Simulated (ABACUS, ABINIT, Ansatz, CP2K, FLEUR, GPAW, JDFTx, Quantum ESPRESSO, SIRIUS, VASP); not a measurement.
## Hf: 10 runs at one level of theory

```
CELL_PARAMETERS angstrom
3.19670 0.00000 0.00000
-1.59835 2.76842 0.00000
0.00000 0.00000 5.05780
ATOMIC_POSITIONS crystal
Hf 0.67080 0.34630 0.75451
Hf 0.32565 0.67287 0.24668
```

Atoms were shifted at random by some hundredths of an Å from the given cell, which wasn't relaxed again for these runs.

Alike in all runs: task single point; functional PBEsol; k mesh 10 × 10 × 5; occupations fermi-dirac, width 0.05 eV; no spin polarisation; no spin-orbit coupling. Pressure is positive in compression and, in plane waves, holds the error of the finite cutoff.

```csv
program and potentials,plane-wave cutoff (eV),notes,pressure (GPa),largest force (eV/Å),energy over the undisturbed cell (meV/atom)
"CP2K, POTENTIAL_UZH Hf GTH-PBE-q12; TZVP-MOLOPT-PBE-GTH basis",-,atomic basis; potentials made for PBE; 12 valence electrons an atom on average,-2.82,0.159,-
"ABACUS, PseudoDojo NC SR 0.4.1 PBEsol standard, plane waves",789,12 valence electrons an atom on average,?,?,?
"JDFTx, PseudoDojo-SR-PBEsol-0.4.1-standard with smoothed tails",789,12 valence electrons an atom on average,-3.52,0.146,1.87
"FLEUR, all-electron, FLAPW",-,-,-,0.146,1.87
"Quantum ESPRESSO, GBRV 1.5 PBEsol",612,12 valence electrons an atom on average,-3.81,0.147,1.88
"GPAW, PAW data sets generated for this functional",600,12 valence electrons an atom on average,-3.47,0.150,1.92
"SIRIUS, PseudoDojo 0.4.1 PBEsol standard (scalar relativistic)",807,12 valence electrons an atom on average,-3.52,0.146,-
"VASP, PBE PAW files Hf_pv, 520 eV",520,potentials made for PBE; 10 valence electrons an atom on average,-4.24,0.141,-
"ABINIT, PseudoDojo NC SR PBEsol v0.4.1 standard",789,12 valence electrons an atom on average,-3.52,0.146,1.87
"Ansatz, all-electron LAPW, scalar-relativistic",-,-,-3.83,0.146,-
```

Estimate from the other rows what the run with ABACUS, PseudoDojo NC SR 0.4.1 PBEsol standard, plane waves gave.

Pressure -3.52 GPa; largest force 0.144 eV/Å; energy over the undisturbed cell 1.87 meV/atom. The other rows, which needn't bracket it: pressure -4.24 to -2.82; largest force 0.141 to 0.159; energy over the undisturbed cell 1.87 to 1.92.
